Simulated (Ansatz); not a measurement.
Method: DFT PBE, scalar-relativistic, plane waves, PAW (Ansatz 0.2.0). Settings: cutoff 420 eV, Γ-centred meshes spaced at most about 0.3 Å⁻¹ (2π included), Gaussian smearing. No spin polarisation.

Temperature and zero-point effects are left out.

Compare these two cells of Be4Se3, each relaxed at this level.

A.

```
CELL_PARAMETERS angstrom
4.94611 0.00000 0.00000
0.00000 4.94611 0.00000
0.00000 0.00000 4.94611
ATOMIC_POSITIONS crystal
Be 0.76814 0.76814 0.23186
Be 0.76814 0.23186 0.76814
Be 0.23186 0.23186 0.23186
Be 0.23186 0.76814 0.76814
Se 0.50000 0.00000 0.50000
Se 0.00000 0.50000 0.50000
Se 0.50000 0.50000 0.00000
```

B.

```
CELL_PARAMETERS angstrom
6.23111 0.00000 0.00000
-3.11555 5.39630 0.00000
0.00000 0.00000 4.65001
ATOMIC_POSITIONS crystal
Be 0.00000 0.00000 0.77619
Be 0.00000 0.00000 0.22381
Be 0.33333 0.66667 0.50000
Be 0.66667 0.33333 0.50000
Se 0.31714 0.00000 0.50000
Se 0.00000 0.31714 0.50000
Se 0.68286 0.68286 0.50000
```

Problem. Which form is favoured at zero pressure, and by what margin per atom?

Solution. A is lower, by 5 meV/atom. A has space group P-43m (No. 215), 17.3 Å³/atom and a gap of 0.96 eV on its mesh; B has space group P-62m (No. 189), 22.3 Å³/atom and a gap of 0.69 eV. The denser one is the lower, and pressure would at first widen the difference. In A, Be is surrounded by 3 Se at 2.20 Å; Se has 4 Be at 2.20 Å. In B, Be on a site of symmetry 3m has 1 Be at 2.08 Å, 3 Se at 2.36 Å and 1 Be at 2.57 Å; around Be on a site of symmetry -6 lie 3 Se at 2.13 Å; Se has 2 Be at 2.13 Å and 2 Be at 2.36 Å. Both come from invented guesses. The lowest form computed isn't among them: it has space group P-4m2 (No. 115), 16.5 Å³/atom and lies 54 meV/atom below the best shown.

Kohn–Sham gaps at this level usually fall short of measured ones. Cells relaxed within their symmetry can be saddle points. Some candidate types were left out of the draw beforehand, so a known form may be missing.
